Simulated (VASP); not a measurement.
A run of VASP 6.6.1:

File INCAR:

```
SYSTEM = CdO
ALGO = Normal
EDIFF = 1E-7
ENCUT = 520
GGA = PE
ISIF = 2
ISMEAR = 0
LASPH = .TRUE.
LCHARG = .FALSE.
LREAL = .FALSE.
LWAVE = .FALSE.
NELM = 100
PREC = Accurate
SIGMA = 0.028000000000000004
```

The input KPOINTS:

```
k-points
0
G
  10 10 10
  0 0 0
```

POSCAR

```
CdO
1.0
    0.0000000000      2.3495000000      2.3495000000
    2.3495000000      0.0000000000      2.3495000000
    2.3495000000      2.3495000000      0.0000000000
Cd O
1 1
Direct
    0.0000000000      0.0000000000      0.0000000000
    0.5000000000      0.5000000000      0.5000000000
```

Potentials or basis: VASP PAW PBE potentials, release 64 (Cd, O).

Command:

```console
$ cat potpaw_PBE.64/Cd/POTCAR potpaw_PBE.64/O/POTCAR > POTCAR
$ mpirun -np 1 vasp_std > vasp.out
```

Hardware: 1 thread of Intel(R) Xeon(R) 6975P-C (Granite Rapids), with other jobs on the host.

Question: How long does it take, and how much memory?

Answer: It took 13 s on 1 thread of Intel(R) Xeon(R) 6975P-C (Granite Rapids) (shared host), peak memory 0.16 GiB. Counts: scf iterations 14, k points 47.
